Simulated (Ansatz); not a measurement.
A run of Ansatz 0.2.0 is set up as follows.

input.yaml

```yaml
crystal:
  lattice:
    - [0.0, 1.737572933, 1.737572933]
    - [1.737572933, 0.0, 1.737572933]
    - [1.737572933, 1.737572933, 0.0]
  atoms:
    - { symbol: Ni, position: [0.0, 0.0, 0.0], spin: 1.0 }
hamiltonian:
  xc: blyp
  pseudopotentials: { kind: paw }
  dispersion: d3bj
magnetization:
  spin_polarized: true
kpoints:
  mp_grid: { grid: [13, 13, 13] }
scf:
  occupations: { method: fermi_dirac, width: 0.05 }
output:
  forces: true
  stress: true
  write_density: true
  write_potential: true
  elf: true
  volumetric_format: npy
relax:
  f_tol: 0.01
  max_steps: 40
  cell: { stress_tol: 0.05 }
```

Potentials or basis: Ansatz PAW.

Command:

```bash
$ ansatz run input.yaml --threads 2 --pin off --max-ram 5632MiB --backend cpu --events-out ev --progress --plain --runs-dir out
```

(1) Estimate the space group after relaxing (to 0.05 Å).

(2) Estimate the relaxed volume.

(3) What does it give for the site moments?

Answers

(1) Fm-3m (No. 225).

(2) 10.54 Å³/atom.

(3) Ni +0.65 μB.

Caveat: pairwise dispersion overbinds metals, which lowers pressure and volume; the PAW data sets come from PBE, with cores solved anew for the run's functional, which leaves a small shift of forces and pressure.
